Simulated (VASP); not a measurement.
# CaO (I4_1md) in VASP: settings compared

The runs below take CaO through relaxation of cell and atoms, with PBEsol, PBEsol+D3, PBEsol+D3(BJ).

Program: VASP 6.6.1. These are calculated values, not measurements. Logs are shortened: lines on timing, memory, paths and dates and some standing lists are left out, and cuts for length are marked.

### 1 The structure

The structure is tetragonal, space group I4_1md (No. 109). Conventional cell: a = 3.106 Å, b = 3.106 Å, c = 11.643 Å, α = 90.00°, β = 90.00°, γ = 90.00°. Around Ca (site symmetry 2mm) lie 6 O at 2.41 to 2.47 Å. Around O (site symmetry 2mm) lie 6 Ca at 2.41 to 2.47 Å.

The cell was built by a generator and needn't be a form met in nature.

### 2 Relaxation of cell and atoms, PBEsol

Input file INCAR:

```
SYSTEM = CaO
PREC = Accurate
ENCUT = 600
EDIFF = 1E-6
ISMEAR = -1
SIGMA = 0.05
LREAL = .FALSE.
LASPH = .TRUE.
NELM = 100
ALGO = Normal
ISIF = 3
LWAVE = .FALSE.
LCHARG = .FALSE.
GGA = PS
IBRION = 2
NSW = 40
EDIFFG = -0.02
```

Input file KPOINTS:

```
regular mesh
0
G
  9 9 9
  0 0 0
```

Input file POSCAR:

```
CaO
1.0
   -1.5529600000      1.5529600000      5.8212800000
    1.5529600000     -1.5529600000      5.8212800000
    1.5529600000      1.5529600000     -5.8212800000
Ca O
2 2
Direct
    0.0423600000      0.0423600000      0.0000000000
    0.7923600000      0.2923600000      0.5000000000
    0.4576400000      0.4576400000      0.0000000000
    0.2076400000      0.7076400000      0.5000000000
```

Potentials or basis: VASP PAW PBE potentials, release 64 (Ca_sv, O).

On the command line:

```bash
$ cat potpaw_PBE.64/Ca_sv/POTCAR potpaw_PBE.64/O/POTCAR > POTCAR
$ mpirun -np 1 vasp_std > vasp.out
```

OUTCAR:

```text
SYSTEM = CaO
   PREC = Accurate
   ENCUT = 600
   EDIFF = 1E-6
   ISMEAR = -1
   LREAL = .FALSE.
   LASPH = .TRUE.
   NELM = 100
   ISIF = 3
   GGA = PS
   IBRION = 2
   NSW = 40
   EDIFFG = -0.02

 ion  position               nearest neighbor table
   1  0.042  0.042  0.000-   3 2.41   3 2.41   3 2.41   3 2.41   4 2.47   4 2.47
   2  0.792  0.292  0.500-   4 2.41   4 2.41   4 2.41   4 2.41   3 2.47   3 2.47
   3  0.458  0.458  0.000-   1 2.41   1 2.41   1 2.41   1 2.41   2 2.47   2 2.47
   4  0.208  0.708  0.500-   2 2.41   2 2.41   2 2.41   2 2.41   1 2.47   1 2.47

  LATTYP: Found a body centered tetragonal cell.
 ALAT       =     3.1059200000
 C/A-ratio  =     3.7485060787

  Lattice vectors:

 A1 = (  -1.5529600000,   1.5529600000,   5.8212800000)
 A2 = (   1.5529600000,  -1.5529600000,   5.8212800000)
 A3 = (   1.5529600000,   1.5529600000,  -5.8212800000)

Analysis of symmetry for initial positions (statically):
=====================================================================
 Subroutine PRICEL returns:
 Original cell was already a primitive cell.

 Routine SETGRP: Setting up the symmetry group for a
 body centered tetragonal supercell.

 Subroutine GETGRP returns: Found  8 space group operations
 (whereof  4 operations were pure point group operations)
 out of a pool of 16 trial point group operations.

The static configuration has the point symmetry C_2v.
 The point group associated with its full space group is C_4v.

Analysis of symmetry for dynamics (positions and initial velocities):
=====================================================================
 Subroutine PRICEL returns:
 Original cell was already a primitive cell.

 Routine SETGRP: Setting up the symmetry group for a
 body centered tetragonal supercell.

 Subroutine GETGRP returns: Found  8 space group operations
 (whereof  4 operations were pure point group operations)
 out of a pool of 16 trial point group operations.

The dynamic configuration has the point symmetry C_2v.
 The point group associated with its full space group is C_4v.

 Subroutine INISYM returns: Found  8 space group operations
 (whereof  4 operations are pure point group operations),
 and found     1 'primitive' translations

----------------------------------------------------------------------------------------

                                     Primitive cell

  volume of cell :      56.1564

  direct lattice vectors                    reciprocal lattice vectors
    -1.552960000  1.552960000  5.821280000     0.000000000  0.321965794  0.085891763
     1.552960000 -1.552960000  5.821280000     0.321965794  0.000000000  0.085891763
     1.552960000  1.552960000 -5.821280000     0.321965794  0.321965794  0.000000000

  length of vectors
     6.221789964  6.221789964  6.221789964     0.333225701  0.333225701  0.455328393

  position of ions in fractional coordinates (direct lattice)
     0.042360000  0.042360000  0.000000000
     0.792360000  0.292360000  0.500000000
     0.457640000  0.457640000  0.000000000
     0.207640000  0.707640000  0.500000000

  ion indices of the primitive-cell ions
   primitive index   ion index
                 1           1
                 2           2
                 3           3
                 4           4

----------------------------------------------------------------------------------------

 KPOINTS: regular mesh

Automatic generation of k-mesh.
 Grid dimensions read from file:
 generate k-points for:    9    9    9

 Generating k-lattice:

  Cartesian coordinates                     Fractional coordinates (reciprocal lattice)
     0.000000000  0.035773977  0.009543529     0.111111111  0.000000000  0.000000000
     0.035773977  0.000000000  0.009543529     0.000000000  0.111111111  0.000000000
     0.035773977  0.035773977  0.000000000     0.000000000  0.000000000  0.111111111

  Length of vectors
     0.037025078  0.037025078  0.050592044

  Shift w.r.t. Gamma in fractional coordinates (k-lattice)
     0.000000000  0.000000000  0.000000000

 Subroutine IBZKPT returns following result:
 ===========================================

 Found     75 irreducible k-points:

 Following reciprocal coordinates:
            Coordinates               Weight
  0.000000  0.000000  0.000000      1.000000
  0.111111 -0.000000  0.000000      8.000000
  0.222222 -0.000000  0.000000      8.000000
  0.333333  0.000000  0.000000      8.000000
  0.444444 -0.000000  0.000000      8.000000
  0.111111  0.111111  0.000000      8.000000
[... 16 lines left out ...]
 -0.333333  0.333333  0.000000      4.000000
  0.444444  0.444444  0.000000      8.000000
 [... further k-points ...]
   k-points           NKPTS =     75   k-points in BZ     NKDIM =     75   number of bands    NBANDS=     20
   number of dos      NEDOS =    301   number of ions     NIONS =      4
   total plane-waves  NPLWV = 125000
   dimension x,y,z NGX =    50 NGY =   50 NGZ =   50
   dimension x,y,z NGXF=   100 NGYF=  100 NGZF=  100
   ions per type =               2   2
   NGX,Y,Z   is equivalent  to a cutoff of  13.36, 13.36, 13.36 a.u.
   NGXF,Y,Z  is equivalent  to a cutoff of  26.72, 26.72, 26.72 a.u.
 SYSTEM =  CaO
   PREC   = accura    normal or accurate (medium, high low for compatibility)
   ISTART =      0    job   : 0-new  1-cont  2-samecut
   ICHARG =      2    charge: 1-file 2-atom 10-const
   ISPIN  =      1    spin polarized calculation?
   LNONCOLLINEAR =      F non collinear calculations
   LSORBIT =      F    spin-orbit coupling
   LASPH  =      T    aspherical Exc in radial PAW
   ENCUT  =  600.0 eV  44.10 Ry    6.64 a.u.  12.43 12.43 12.43*2*pi/ulx,y,z
   NELM   =    100;   NELMIN=  2; NELMDL= -5     # of ELM steps
   EDIFF  = 0.1E-05   stopping-criterion for ELM
   LREAL  =      F    real-space projection
   EDIFFG = -.2E-01   stopping-criterion for IOM
   NSW    =     40    number of steps for IOM
   IBRION =      2    ionic relax: 0-MD 1-quasi-New 2-CG
   NFREE  =      1    steps in history (QN), initial steepest desc. (CG)
   ISIF   =      3    stress and relaxation
   ISYM   =      2    0-nonsym 1-usesym 2-fastsym
   POTIM  = 0.5000    time-step for ionic-motion
   TEBEG  =    0.0;   TEEND  =   0.0 temperature during run
   PSTRESS=    0.0 pullay stress
   NELECT =      32.0000    total number of electrons
   NUPDOWN=      -1.0000    fix difference up-down
   EMIN   =  10.00;   EMAX   =-10.00  energy-range for DOS
   EFERMI =   0.00;   METHOD = LEGACY
   ISMEAR =    -1;   SIGMA  =   0.05  broadening in eV -4-tet -1-fermi 0-gaus
   EFERMI_NEDOS =   21; number of points for ismear=-14 and -15
   IALGO  =     38    algorithm
   IMIX   =      4    mixing-type and parameters
     AMIX     =   0.40;   BMIX     =  1.00
     AMIX_MAG =   1.60;   BMIX_MAG =  1.00
  volume/ion in A,a.u.               =      14.04        94.74
  Fermi-wavevector in a.u.,A,eV,Ry     =   1.357246  2.564823 25.063509  1.842116
  Thomas-Fermi vector in A             =   2.484180
   LORBIT       =      0    0 simple, 1 ext, 2 COOP (PROOUT), +10 PAW based schemes
   GGA     = PS    functional components
   LHFCALC =     F    Hartree Fock is set to
   AEXX    =    0.0000 exact exchange contribution
   IVDW    =     0    specifies the selected vdW correction
   LEPSILON=     F    determine dielectric tensor
   LRPA    =     F    only Hartree local field effects (RPA)
 conjugate gradient relaxation of ions
 non-spin polarized calculation
  energy-cutoff  :      600.00
  volume of cell :       56.16
 maximum number of plane-waves:      1890
 NGX is ok and might be reduce to    50
   NGX = 25   NGY = 25   NGZ = 25

--------------------------------------- Ionic step        1  -------------------------------------------

 number of electron      31.9999997 magnetization

 Free energy of the ion-electron system (eV)
  ---------------------------------------------------
  ext. energy  EPLUGINS =         0.00000000
  ---------------------------------------------------
  free energy    TOTEN  =       -25.64907503 eV

  energy without entropy =      -25.64907503  energy(sigma->0) =      -25.64907503

------------------------ aborting loop because EDIFF is reached ----------------------------------------

  FORCE on cell =-STRESS in cart. coord.  units (eV):
  Direction    XX          YY          ZZ          XY          YZ          ZX
  --------------------------------------------------------------------------------------
  -------------------------------------------------------------------------------------
  Total       -1.3642533     -1.3642533     -1.2614300      0.0000000      0.0000000      0.0000000
  in kB      -38.9230232    -38.9230232    -35.9894091      0.0000000      0.0000000      0.0000000
  external PRESSURE =     -37.9451518 kB  Pullay stress =       0.0000000 kB

 VOLUME and BASIS-vectors are now :
 -----------------------------------------------------------------------------
  energy-cutoff  :      600.00
  volume of cell :       56.16
      direct lattice vectors                 reciprocal lattice vectors
    -1.552960000  1.552960000  5.821280000     0.000000000  0.321965794  0.085891763
     1.552960000 -1.552960000  5.821280000     0.321965794  0.000000000  0.085891763
     1.552960000  1.552960000 -5.821280000     0.321965794  0.321965794  0.000000000
[... 115 lines left out ...]
 POSITION                                       TOTAL-FORCE (eV/Angst)
 -----------------------------------------------------------------------------------
      0.00000      0.00000      0.48787        -0.000000      0.000000      0.024761
      0.00000      1.53369      3.36023         0.000000     -0.000000      0.024761
      1.53369      1.53369     -0.48787         0.000000     -0.000000     -0.024761
      1.53369      0.00000      2.38449        -0.000000      0.000000     -0.024761
 -----------------------------------------------------------------------------------
    total drift:                               -0.000000     -0.000000      0.000523

  FREE ENERGIE OF THE ION-ELECTRON SYSTEM (eV)
  ---------------------------------------------------
  free  energy   TOTEN  =       -25.6748408794 eV

  energy  without entropy=      -25.6748408793  energy(sigma->0) =      -25.67484088

--------------------------------------- Ionic step        5  -------------------------------------------

 number of electron      32.0000001 magnetization

 Free energy of the ion-electron system (eV)
  ---------------------------------------------------
  ext. energy  EPLUGINS =         0.00000000
  ---------------------------------------------------
  free energy    TOTEN  =       -25.67493478 eV

  energy without entropy =      -25.67493478  energy(sigma->0) =      -25.67493478

 E-fermi :   3.7461     XC(G=0): -10.8550

 val. band max:        2.6531962246   @ k =  -0.4444  -0.4444   0.4444
 cond. band min:       6.1167285265   @ k =   0.0000   0.0000   0.0000
 fundamental gap:      3.4635323019
 Fermi energy:         3.7460606876

 k-point     1 :       0.0000    0.0000    0.0000
  band No.  band energies     occupation
      1     -35.2698      2.00000
      2     -35.1556      2.00000
      3     -17.2046      2.00000
      4     -16.0713      2.00000
      5     -16.0591      2.00000
      6     -16.0591      2.00000
[... 12 lines left out ...]
     19       8.0234      0.00000
     20       9.0238      0.00000
[... 507 lines left out ...]
 k-point    24 :       0.4444    0.4444    0.0000
  band No.  band energies     occupation
      1     -35.0254      2.00000
      2     -35.0223      2.00000
      3     -16.7589      2.00000
      4     -16.7421      2.00000
      5     -16.6359      2.00000
      6     -16.6314      2.00000
[... 12 lines left out ...]
     19       9.7123      0.00000
     20       9.7720      0.00000

 [... further k-points ...]
[... 5 lines left out ...]
  --------------------------------------------------------------------------------------
  -------------------------------------------------------------------------------------
  Total       -0.0176650     -0.0176650      0.0613407      0.0000000      0.0000000      0.0000000
  in kB       -0.5238644     -0.5238644      1.8190832      0.0000000      0.0000000      0.0000000
  external PRESSURE =       0.2571181 kB  Pullay stress =       0.0000000 kB

 VOLUME and BASIS-vectors are now :
 -----------------------------------------------------------------------------
  energy-cutoff  :      600.00
  volume of cell :       54.03
      direct lattice vectors                 reciprocal lattice vectors
    -1.534334715  1.534334715  5.737283667     0.000000000  0.325874136  0.087149255
     1.534334715 -1.534334715  5.737283667     0.325874136  0.000000000  0.087149255
     1.534334715  1.534334715 -5.737283667     0.325874136  0.325874136  0.000000000

 POSITION                                       TOTAL-FORCE (eV/Angst)
 -----------------------------------------------------------------------------------
      0.00000      0.00000      0.48886        -0.000000      0.000000      0.013519
      0.00000      1.53433      3.35751         0.000000     -0.000000      0.013519
      0.00000      0.00000      5.24842        -0.000000      0.000000     -0.013519
      1.53433      0.00000      2.37978         0.000000     -0.000000     -0.013519
 -----------------------------------------------------------------------------------
    total drift:                               -0.000000     -0.000000      0.000677

  FREE ENERGIE OF THE ION-ELECTRON SYSTEM (eV)
  ---------------------------------------------------
  free  energy   TOTEN  =       -25.6749347800 eV

  energy  without entropy=      -25.6749347800  energy(sigma->0) =      -25.67493478

 reached required accuracy - stopping structural energy minimisation
```

Wall time 6.3 min (1 thread of Intel Xeon 6975P-C (Granite Rapids), shared host); peak memory 0.44 GiB.

Results:

```
Free energy                            : -25.6749 eV
Relaxed volume                         : 13.51 Å³/atom
Relaxed cell                           : a = 6.134 Å, b = 6.134 Å, c = 6.134 Å, α = 151.03°, β = 151.03°, γ = 41.43°
Space group after relaxing (to 0.05 Å) : I4_1md (No. 109)
Energy gained by relaxing              : 6.5 meV/atom
Ionic steps                            : 5
Pressure after relaxing                : 0.0 GPa
Largest force after relaxing           : 0.014 eV/Å
Band gap on the k mesh                 : 3.46 eV, indirect (least direct gap 3.55 eV)
```

Forces on the atoms (eV/Å):
```
Ca   0.000  0.000  0.014
Ca   0.000  0.000  0.014
O    0.000  0.000 -0.014
O    0.000  0.000 -0.014
```

Stress tensor (GPa, compression positive):
```
-0.05  0.00  0.00
 0.00 -0.05  0.00
 0.00  0.00  0.18
```

Step by step:
```
step  energy change (eV)  largest force (eV/Å)  pressure (GPa)  volume (Å³)
   1              0.0000                0.0125           -3.79        56.16
   2             -0.0233                0.0509            1.19        53.50
   3             -0.0255                0.0357           -0.01        54.08
   4             -0.0258                0.0248            0.01        54.05
   5             -0.0259                0.0135            0.03        54.03
```

Final structure:
```xyz
4
Lattice="-1.5343 1.5343 5.7373 1.5343 -1.5343 5.7373 1.5343 1.5343 -5.7373" Properties=species:S:1:pos:R:3 pbc="T T T"
Ca    0.0000    0.0000    0.4889
Ca    0.0000    1.5343    3.3575
O     0.0000    0.0000    5.2484
O     1.5343    0.0000    2.3798
```

Caveat: the PAW data sets were made with another functional, which shifts forces and pressure a little; an odd mesh through Γ misses points on the zone boundary, where band edges often lie.

### 3 Relaxation of cell and atoms, PBEsol+D3

Edit INCAR of step 2 so:

```diff
@@ -14,2 +14,3 @@
 GGA = PS
+IVDW = 11
 IBRION = 2
```

KPOINTS is that of step 2.

POSCAR is that of step 2.

Potentials or basis: VASP PAW PBE potentials, release 64 (Ca_sv, O).

On the command line:

```bash
$ cat potpaw_PBE.64/Ca_sv/POTCAR potpaw_PBE.64/O/POTCAR > POTCAR
$ mpirun -np 1 vasp_std > vasp.out
```

Wall time 8.3 min (1 thread of Intel Xeon 6975P-C (Granite Rapids), shared host); peak memory 0.45 GiB.

The run converged. Its results:

| Quantity | Value |
| --- | --- |
| Free energy | -26.2973 eV |
| Relaxed volume | 13.30 Å³/atom |
| Relaxed cell | a = 6.097 Å, b = 6.097 Å, c = 6.097 Å, α = 150.99°, β = 150.99°, γ = 41.50° |
| Space group after relaxing (to 0.05 Å) | I4_1md (No. 109) |
| Energy gained by relaxing | 12.9 meV/atom |
| Ionic steps | 7 |
| Pressure after relaxing | 0.0 GPa |
| Largest force after relaxing | 0.010 eV/Å |
| Band gap on the k mesh | 3.51 eV, indirect (least direct gap 3.59 eV) |
| Dispersion energy per atom | -0.157 eV |

Forces on the atoms (eV/Å):
```
Ca   0.000  0.000  0.010
Ca   0.000  0.000  0.010
O    0.000  0.000 -0.010
O    0.000  0.000 -0.010
```

Stress tensor (GPa, compression positive):
```
-0.05  0.00  0.00
 0.00 -0.05  0.00
 0.00  0.00  0.12
```

Step by step:
| step | energy change (eV) | largest force (eV/Å) | pressure (GPa) | volume (Å³) |
| --- | --- | --- | --- | --- |
| 1 | 0.0000 | 0.0121 | -5.37 | 56.16 |
| 2 | -0.0458 | 0.0767 | 1.88 | 52.42 |
| 3 | -0.0507 | 0.0542 | -0.01 | 53.26 |
| 4 | -0.0515 | 0.0349 | 0.03 | 53.23 |
| 5 | -0.0516 | 0.0187 | 0.04 | 53.20 |
| 6 | -0.0516 | 0.0202 | 0.01 | 53.20 |
| 7 | -0.0518 | 0.0102 | 0.01 | 53.20 |

Final structure:
```xyz
4
Lattice="-1.5273 1.5273 5.7016 1.5273 -1.5273 5.7016 1.5273 1.5273 -5.7016" Properties=species:S:1:pos:R:3 pbc="T T T"
Ca    1.5273    1.5273   -5.2133
Ca    0.0000    1.5273    3.3392
O     0.0000    0.0000    5.2133
O     1.5273    0.0000    2.3624
```

Levels at points of the mesh, in eV from the valence-band top:
```tsv
k point	band 12	band 13	band 14	band 15	band 16	band 17	band 18	band 19	band 20
(0.00, 0.00, 0.00)	-0.69	-0.45	-0.45	-0.09	-0.09	3.51	4.11	5.47	6.40
```

Caveat: the PAW data sets were made with another functional, which shifts forces and pressure a little; an odd mesh through Γ misses points on the zone boundary, where band edges often lie.

(Part 1 of 2 ends here.)
